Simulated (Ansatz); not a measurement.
## Kick test of a cell of MgS

The structure comes from a generated guess, relaxed at this level; another structure or a mixture of phases may lie lower.

All numbers below come from DFT PBE, scalar-relativistic, plane waves, PAW in Ansatz 0.2.0. Settings: cutoff 420 eV, Γ-centred mesh 8×8×8 on the computed 2-atom cell, Gaussian smearing of 0.02 eV; no spin polarisation.

The cell below (2 atoms, space group Cmmm (No. 65)) is relaxed within its symmetry.

```yaml
crystal:
  lattice:
    - [1.77020, -3.97159, 0.00000]
    - [1.77020, 3.97159, 0.00000]
    - [0.00000, 0.00000, 3.47950]
  atoms:
    - { symbol: Mg, position: [0.50000, 0.50000, 0.50000] }
    - { symbol: S, position: [0.00000, 0.00000, 0.00000] }
```

For the test a repeat of it with 4 atoms (edges 3.48, 4.35, 6.63 Å) was strained at random (σ = 1.5 % a component), the atoms were moved at random (σ = 0.05 Å), and all was relaxed again on a coarse 4×4×2 mesh (in the run’s order of axes) with 0.10 eV smearing, with no symmetry imposed.

Weakly bound directions are ill-defined at this level, which has no dispersion term.

Problem. Is the structure stable against such a distortion?

Solution. It doesn't return. The energy falls by 361 meV/atom on that mesh, the volume changes by -26.8 %, and the end has space group Fm-3m (No. 225) at a loose tolerance. Relaxed again on an 8×8×8 mesh with 0.02 eV smearing, the new structure lies 362 meV/atom below the first (mesh in the axes of the run's cell; the cell below is made exact in the group named). Space group Fm-3m (No. 225), cubic, a = 5.230 Å. Mg is surrounded by 6 S at 2.62 Å; S is surrounded by 6 Mg at 2.62 Å.

```
Mg S
1.0
     0.00000    2.61513    2.61513
     2.61513    0.00000    2.61513
     2.61513    2.61513    0.00000
Mg S
1 1
Cartesian
  0.0000 0.0000 0.0000
  2.6151 2.6151 2.6151
```
